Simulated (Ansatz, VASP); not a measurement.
## Two plane-wave programs on SiC (Moissanite 3C)

INCAR

```
SYSTEM = SiC
PREC = Accurate ; ENCUT = 520
EDIFF = 1E-7 ; ISMEAR = 0
SIGMA = 0.05 ; LREAL = .FALSE.
LASPH = .TRUE. ; NELM = 60
ALGO = Normal ; ISIF = 2
LWAVE = .FALSE. ; LCHARG = .FALSE.
GGA = PE ; NBANDS = 11
```

Contents of KPOINTS:

```
regular mesh
0
G
  8 8 8
  0 0 0
```

File POSCAR:

```
SiC
1.0
    0.0000000000      2.1790000000      2.1790000000
    2.1790000000      0.0000000000      2.1790000000
    2.1790000000      2.1790000000      0.0000000000
Si C
1 1
Direct
    0.0000000000      0.0000000000      0.0000000000
    0.2500000000      0.2500000000      0.2500000000
```

Input for Ansatz:

```yaml
crystal:
  lattice:
    - [0.0, 2.179, 2.179]
    - [2.179, 0.0, 2.179]
    - [2.179, 2.179, 0.0]
  atoms:
    - { symbol: Si, position: [0.0, 0.0, 0.0] }
    - { symbol: C, position: [0.25, 0.25, 0.25] }
basis:
  ecutwfc: 420
  ecutrho_ratio: 4
kpoints:
  mp_grid: { grid: [8, 8, 8] }
hamiltonian:
  xc: pbe
scf:
  occupations: { method: gaussian, width: 0.05 }
output:
  forces: true
  stress: true
  eigenvalues: true
```

Alike in both runs: task single point; functional PBE; k mesh 8 × 8 × 8; occupations gaussian, width 0.05 eV; no spin polarisation.

|  | VASP | Ansatz |
| --- | --- | --- |
| version | VASP 6.6.1 | Ansatz 0.2.0 |
| potentials or method | VASP PAW PBE potentials, release 64 (Si, C) | scalar-relativistic, plane waves, PAW |
| plane-wave cutoff (eV) | 520 | 420 |
| valence electrons in the cell | 8 | 8 |

Ansatz gave:

| Property | Result |
| --- | --- |
| gap on the k mesh at the Fermi level (eV) | 1.36 |
| least direct gap on the mesh (eV) | 4.55 |
| pressure (GPa) | 3.3 |

**Question.** Estimate VASP's values.

**Answer.** gap on the k mesh at the Fermi level (eV): 1.36; least direct gap on the mesh (eV): 4.54; pressure (GPa): 3.2.

A k mesh can miss the band edges. Expect the measured gap to be larger: semilocal functionals such as PBE lack the derivative discontinuity.
